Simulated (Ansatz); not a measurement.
Method: DFT PBE, scalar-relativistic, plane waves, PAW (Ansatz 0.2.0). All cells share a 420 eV cutoff and Γ-centred k meshes spaced at most about 0.3 Å⁻¹ (about 0.25 or finer for metals, 2π included). No spin polarisation.

These are static total energies at zero pressure.

Question: Which of these relaxed structures of Sc4Al is the lowest in energy?
A. Space group R-3m (No. 166), trigonal, a = 4.947 Å, c = 15.821 Å. Sc on its first site has 1 Al at 2.90 Å, 3 Sc at 2.91 Å, 7 Sc at 3.18–3.45 Å and 3 Al at 3.71 Å; Sc on its second site has 3 Al at 3.02 Å and 11 Sc at 3.18–3.46 Å; around Al lie 8 Sc at 2.90–3.02 Å and 6 Sc at 3.71 Å.
B. Space group P6_3/mmc (No. 194), hexagonal, a = 3.256 Å, c = 25.318 Å. Sc on its first site has 3 Al at 3.02 Å and 9 Sc at 3.26 Å; Sc on its second site has 12 Sc at 3.21–3.26 Å; Al is surrounded by 6 Sc at 3.02 Å and 6 Al at 3.26 Å.

Answer: A. The other, B, lies 109 meV/atom higher. Counting all near atoms (those within 1.25 times the shortest distance at each site; a slash parts the counts of unlike sites): A has Sc 11/14, Al 8; B has Sc 12, Al 12. Both come from invented guesses. Shaken at random and relaxed again, A came back.

Cells without such a test can be saddle points. Some structure types and database cells were kept out of the candidates from the start, so a known form may be missing.
